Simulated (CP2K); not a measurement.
WC:

```xyz
2
Lattice="3.1009 0.0000 0.0000 1.5505 2.6855 0.0000 1.5505 0.8952 2.5319" Properties=species:S:1:pos:R:3 pbc="T T T"
W     0.0000    0.0000    0.0000
C     3.1009    1.7903    1.2659
```

Measurements of this composition are mostly on another form, of space group No. 187.

Base run:

| Property | Result |
| --- | --- |
| Program | CP2K 2026.2 |
| Functional | TASK |
| Potentials or basis | POTENTIAL_UZH W GTH-SCAN-q14, C GTH-SCAN-q4; TZVP-MOLOPT-SCAN-GTH basis |
| Density cutoff | 9184 eV |
| k mesh | 10 × 10 × 10 |
| Occupations | fermi-dirac, width 0.0259 eV |
| Spin | no spin polarisation |

Its results: band gap on the k mesh none (metal or under the smearing width); pressure -7.3 GPa.

Problem. The run is repeated on the same cell with these changes: functional from TASK to r2SCAN; occupations from fermi-dirac, width 0.0259 eV to fermi-dirac, width 0.1 eV. What comes out?

Solution. Band gap on the k mesh none (metal or under the smearing width); pressure -9.9 GPa.

Caveats: the basis of atomic orbitals isn't converged, which shifts pressures, moduli and gaps; the potentials were made for another functional, which shifts forces and pressure (some runs).

Not every run made on this cell is shown here.
